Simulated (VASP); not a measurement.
# CdTe (F-43m) in VASP: Born charges and dielectric tensor with LDA

Aim: the Born charges and dielectric tensor of CdTe with LDA.

Everything below comes from runs of VASP 6.6.1. Logs are shortened: lines on timing, memory, paths and dates and some standing lists are left out, and cuts for length are marked.

**Measured values to compare with.**

From a printed reference work, data compilation, for a bulk crystal of CdTe at 0 K: band gap 1.607 eV.

How close the calculation comes is told below.

## (1) Starting point

Symmetry: F-43m, No. 216, cubic system. Conventional cell: a = 6.419 Å, b = 6.419 Å, c = 6.419 Å, α = 90.00°, β = 90.00°, γ = 90.00°. Cd (site symmetry -43m) has 4 Te at 2.78 Å as nearest neighbours. Around Te (site symmetry -43m) lie 4 Cd at 2.78 Å.

The cell is a database's computed one.

## (2) Born charges and dielectric tensor, LDA

INCAR reads:

```
  PREC = Accurate
  ENCUT = 600
  EDIFF = 1E-8
  ISMEAR = 0
  SIGMA = 0.02
  LREAL = F
  LASPH = T
  NELM = 80
  ALGO = Normal
  ISIF = 2
  LWAVE = F
  LCHARG = F
  GGA = CA
  LEPSILON = T
  IBRION = 8
  NSW = 1
```

KPOINTS reads:

```
Automatic mesh
0
Gamma
  10 10 10
```

POSCAR reads:

```
CdTe
1.0
    0.0000000000      3.2096500000      3.2096500000
    3.2096500000      0.0000000000      3.2096500000
    3.2096500000      3.2096500000      0.0000000000
Cd Te
1 1
Direct
    0.0000000000      0.0000000000      0.0000000000
    0.7500000000      0.7500000000      0.7500000000
```

Potentials or basis: VASP PAW LDA potentials, release 64 (Cd, Te).

Command:

```bash
> cat potpaw_LDA.64/Cd/POTCAR potpaw_LDA.64/Te/POTCAR > POTCAR
> mpirun -np 1 vasp_std > vasp.out
```

OUTCAR:

```text
PREC = Accurate
   ENCUT = 600
   EDIFF = 1E-8
   ISMEAR = 0
   LREAL = F
   LASPH = T
   NELM = 80
   ISIF = 2
   GGA = CA
   LEPSILON = T
   IBRION = 8
   NSW = 1

 ion  position               nearest neighbor table
   1  0.000  0.000  0.000-   2 2.78   2 2.78   2 2.78   2 2.78
   2  0.750  0.750  0.750-   1 2.78   1 2.78   1 2.78   1 2.78

  LATTYP: Found a face centered cubic cell.
 ALAT       =     6.4193000000

  Lattice vectors:

 A1 = (   0.0000000000,   3.2096500000,   3.2096500000)
 A2 = (   3.2096500000,   0.0000000000,   3.2096500000)
 A3 = (   3.2096500000,   3.2096500000,   0.0000000000)

Analysis of symmetry for initial positions (statically):
=====================================================================
 Subroutine PRICEL returns:
 Original cell was already a primitive cell.

 Routine SETGRP: Setting up the symmetry group for a
 face centered cubic supercell.

 Subroutine GETGRP returns: Found 24 space group operations
 (whereof 24 operations were pure point group operations)
 out of a pool of 48 trial point group operations.

The static configuration has the point symmetry T_d .

Analysis of symmetry for dynamics (positions and initial velocities):
=====================================================================
 Subroutine PRICEL returns:
 Original cell was already a primitive cell.

 Routine SETGRP: Setting up the symmetry group for a
 face centered cubic supercell.

 Subroutine GETGRP returns: Found 24 space group operations
 (whereof 24 operations were pure point group operations)
 out of a pool of 48 trial point group operations.

The dynamic configuration has the point symmetry T_d .

 Subroutine INISYM returns: Found 24 space group operations
 (whereof 24 operations are pure point group operations),
 and found     1 'primitive' translations

----------------------------------------------------------------------------------------

                                     Primitive cell

  volume of cell :      66.1307

  direct lattice vectors                    reciprocal lattice vectors
     0.000000000  3.209650000  3.209650000    -0.155780225  0.155780225  0.155780225
     3.209650000  0.000000000  3.209650000     0.155780225 -0.155780225  0.155780225
     3.209650000  3.209650000  0.000000000     0.155780225  0.155780225 -0.155780225

  length of vectors
     4.539130560  4.539130560  4.539130560     0.269819265  0.269819265  0.269819265

  position of ions in fractional coordinates (direct lattice)
     0.000000000  0.000000000  0.000000000
     0.750000000  0.750000000  0.750000000

  ion indices of the primitive-cell ions
   primitive index   ion index
                 1           1
                 2           2

----------------------------------------------------------------------------------------

 KPOINTS: Automatic mesh

Automatic generation of k-mesh.
 Grid dimensions read from file:
 generate k-points for:   10   10   10

 Generating k-lattice:

  Cartesian coordinates                     Fractional coordinates (reciprocal lattice)
    -0.015578023  0.015578023  0.015578023     0.100000000  0.000000000  0.000000000
     0.015578023 -0.015578023  0.015578023     0.000000000  0.100000000  0.000000000
     0.015578023  0.015578023 -0.015578023     0.000000000  0.000000000  0.100000000

  Length of vectors
     0.026981926  0.026981926  0.026981926

  Shift w.r.t. Gamma in fractional coordinates (k-lattice)
     0.000000000  0.000000000  0.000000000

 Subroutine IBZKPT returns following result:
 ===========================================

 Found     47 irreducible k-points:

 Following reciprocal coordinates:
            Coordinates               Weight
  0.000000  0.000000  0.000000      1.000000
  0.100000  0.000000  0.000000      8.000000
[... 489 lines left out ...]
     0.000000000  3.209650000  3.209650000    -0.155780225  0.155780225  0.155780225
     3.209650000  0.000000000  3.209650000     0.155780225 -0.155780225  0.155780225
     3.209650000  3.209650000  0.000000000     0.155780225  0.155780225 -0.155780225

 POSITION                                       TOTAL-FORCE (eV/Angst)
 -----------------------------------------------------------------------------------
      0.00000      0.00000      0.00000         0.000000      0.000000      0.000000
      4.81447      4.81447      4.81447        -0.000000     -0.000000     -0.000000
 -----------------------------------------------------------------------------------
    total drift:                               -0.000000     -0.000000     -0.000000

  FREE ENERGIE OF THE ION-ELECTRON SYSTEM (eV)
  ---------------------------------------------------
  free  energy   TOTEN  =        -6.0518690922 eV

  energy  without entropy=       -6.0518690922  energy(sigma->0) =       -6.05186909

 HEAD OF MICROSCOPIC STATIC DIELECTRIC TENSOR (INDEPENDENT PARTICLE, excluding Hartree and local field effects)
 ------------------------------------------------------
          11.237559     0.000000     0.000000
          -0.000000    11.237559     0.000000
           0.000000     0.000000    11.237559
 ------------------------------------------------------

 Free energy of the ion-electron system (eV)
  ---------------------------------------------------
  ---------------------------------------------------
  free energy    TOTEN  =        -1.85565875 eV

  energy without entropy =       -1.85565875

------------------------ aborting loop because EDIFF is reached ----------------------------------------

--------------------------------------- Ionic step        2  -------------------------------------------

------------------------ aborting loop because EDIFF is reached ----------------------------------------

--------------------------------------- Ionic step        3  -------------------------------------------

------------------------ aborting loop because EDIFF is reached ----------------------------------------

 PIEZOELECTRIC TENSOR FIELD DIRECTION 3  (e Angst)
 -----------------------------------------------------------------------------
    -0.00155  2.54525  0.00000           (  0.00000 -0.07009  0.00000)
     2.54525 -0.00155  0.00000           ( -0.07009  0.00000  0.00000)
     0.00000  0.00000 -0.00069           (  0.00000  0.00000  0.00000)

 PIEZOELECTRIC TENSOR FIELD DIRECTION 3  (C/m^2)
 -----------------------------------------------------------------------------
    -0.00038  0.61665  0.00000
     0.61665 -0.00038  0.00000
     0.00000  0.00000 -0.00017

--------------------------------------- Ionic step        4  -------------------------------------------

------------------------ aborting loop because EDIFF is reached ----------------------------------------

[... ionic steps 5 to 6 ...]

--------------------------------------- Ionic step        7  -------------------------------------------

 Free energy of the ion-electron system (eV)
  ---------------------------------------------------
  ---------------------------------------------------
  free energy    TOTEN  =        -0.04962433 eV

  energy without entropy =       -0.04962433

------------------------ aborting loop because EDIFF is reached ----------------------------------------

 INTERNAL STRAIN TENSOR  FOR ION    2  DIRECTION 1   (eV/Angst):
 -----------------------------------------------------------------------------
    -0.00623  0.00000  0.00000
     0.00000  0.00517  6.17138
     0.00000  6.17138  0.00517

 MACROSCOPIC STATIC DIELECTRIC TENSOR (including local field effects in DFT)
 ------------------------------------------------------
          10.668229    -0.000000     0.000000
          -0.000000    10.668229    -0.000000
          -0.000000     0.000000    10.668229
 ------------------------------------------------------

 PIEZOELECTRIC TENSOR (including local field effects)  for field in x, y, z        (e  Angst)
          XX          YY          ZZ          XY          YZ          ZX
  --------------------------------------------------------------------------------
  x    -0.00000    -0.00000    -0.00000     0.00000     2.55949    -0.00000
  y    -0.00000     0.00000    -0.00000     0.00000     0.00000     2.55949
  z     0.00000    -0.00000     0.00000     2.55949     0.00000     0.00000

 PIEZOELECTRIC TENSOR (including local field effects)  for field in x, y, z        (C/m^2)
          XX          YY          ZZ          XY          YZ          ZX
  --------------------------------------------------------------------------------
  x    -0.00000    -0.00000    -0.00000     0.00000     0.62010    -0.00000
  y    -0.00000     0.00000    -0.00000     0.00000     0.00000     0.62010
  z     0.00000    -0.00000     0.00000     0.62010     0.00000     0.00000

 BORN EFFECTIVE CHARGES (including local field effects) (in |e|, cummulative output)
 ---------------------------------------------------------------------------------
 ion    1
    1     2.16711     0.00000     0.00000
    2    -0.00000     2.16711    -0.00000
    3     0.00000     0.00000     2.16711
 ion    2
    1    -2.16711     0.00000     0.00000
    2     0.00000    -2.16711     0.00000
    3     0.00000     0.00000    -2.16711

 INTERNAL STRAIN TENSOR FOR ION    2 for displacements in x,y,z  (eV/Angst):
          X           Y           Z          XY          YZ          ZX
  --------------------------------------------------------------------------------
  x    -0.00000     0.00000     0.00000     0.00000     6.17138     0.00000
  y    -0.00000    -0.00000    -0.00000     0.00000     0.00000     6.17138
  z     0.00000     0.00000    -0.00000     6.17138     0.00000     0.00000

 SECOND DERIVATIVES (NOT SYMMETRIZED)
 ------------------------------------
               1X          1Y          1Z          2X          2Y          2Z
  1X    -4.839644    0.000000    0.000000    4.839644    0.000000    0.000000
  1Y     0.000000   -4.839644    0.000000    0.000000    4.839644    0.000000
  1Z     0.000000    0.000000   -4.839644    0.000000    0.000000    4.839644
  2X     4.869017    0.000000    0.000000   -4.869017    0.000000    0.000000
  2Y     0.000000    4.869017    0.000000    0.000000   -4.869017    0.000000
  2Z     0.000000    0.000000    4.869017    0.000000    0.000000   -4.869017

 Eigenvectors and eigenvalues of the dynamical matrix
 ----------------------------------------------------

   1 f  =    4.455128 THz    27.992392 2PiTHz  148.607059 cm-1    18.424919 meV
             X         Y         Z           dx          dy          dz
      0.000000  0.000000  0.000000    -0.000000    0.000000   -0.728104
      4.814475  4.814475  4.814475    -0.000000    0.000000    0.685467
[... 21 lines left out ...]
   6 f/i=    0.006727 THz     0.042268 2PiTHz    0.224393 cm-1     0.027821 meV
             X         Y         Z           dx          dy          dz
      0.000000  0.000000  0.000000    -0.614496   -0.073634   -0.294682
      4.814475  4.814475  4.814475    -0.652718   -0.078214   -0.313012

--------------------------------------------------------------------------------------------------------

 MACROSCOPIC STATIC DIELECTRIC TENSOR IONIC CONTRIBUTION
 ------------------------------------------------------
           2.647250    -0.000000     0.000000
          -0.000000     2.647250    -0.000000
           0.000000    -0.000000     2.647250
 ------------------------------------------------------

 ELASTIC MODULI CONTR FROM IONIC RELAXATION (kBar)
 Direction    XX          YY          ZZ          XY          YZ          ZX
 --------------------------------------------------------------------------------
 XX          -0.0000     -0.0000      0.0000     -0.0000      0.0000      0.0000
 YY          -0.0000     -0.0000     -0.0000     -0.0000     -0.0000      0.0000
 ZZ           0.0000     -0.0000     -0.0000      0.0000     -0.0000      0.0000
 XY          -0.0000     -0.0000      0.0000   -197.6650      0.0000      0.0000
 YZ           0.0000     -0.0000     -0.0000      0.0000   -197.6650      0.0000
 ZX           0.0000      0.0000      0.0000      0.0000      0.0000   -197.6650
 --------------------------------------------------------------------------------

 PIEZOELECTRIC TENSOR IONIC CONTR  for field in x, y, z        (C/m^2)
          XX          YY          ZZ          XY          YZ          ZX
  --------------------------------------------------------------------------------
  x     0.00000    -0.00000    -0.00000     0.00000    -0.68067     0.00000
  y     0.00000     0.00000     0.00000     0.00000     0.00000    -0.68067
  z    -0.00000    -0.00000     0.00000    -0.68067     0.00000     0.00000
```

Wall time 14 min (1 thread of Intel Xeon Platinum 8488C (Sapphire Rapids), shared host); peak memory 0.57 GiB.

Results:

```yaml
Band_gap_on_the_k_mesh: 0.64 eV, direct
Electronic_dielectric_tensor_diagonal: 10.67
Born_charges_mean_of_the_diagonal: Cd +2.17; Te -2.17 e
Highest_phonon_frequency_at_Γ_LO-TO_splitting_left_out: 149 cm⁻¹
```

Phonon frequencies in cm⁻¹ (negative: imaginary):
```
              q point        frequencies
(0.000, 0.000, 0.000)  0 0 0 149 149 149
```

Electronic dielectric tensor:
```
10.67  0.00  0.00
 0.00 10.67  0.00
 0.00  0.00 10.67
```

Born effective charge tensors (e):
atom 1, Cd
```
2.17 0.00 0.00
0.00 2.17 0.00
0.00 0.00 2.17
```
atom 2, Te
```
-2.17  0.00  0.00
 0.00 -2.17  0.00
 0.00  0.00 -2.17
```

Caveat: the gap is small at this level, which inflates the dielectric constant; spin-orbit coupling is left out, which moves the levels of the heavy elements.

## (3) Comparison with measurements

Step 2. A measured gap of CdTe is 1.607 eV (0 K; a printed reference work, data compilation); the calculated 0.64 eV misses it by -0.97 eV. Spin-orbit coupling on Cd, Te is left out. The value is that of LDA, without temperature or zero-point motion. Semilocal functionals fall short of measured gaps as a rule. The cell is a database's relaxed one, not the measured one, which moves gaps too.
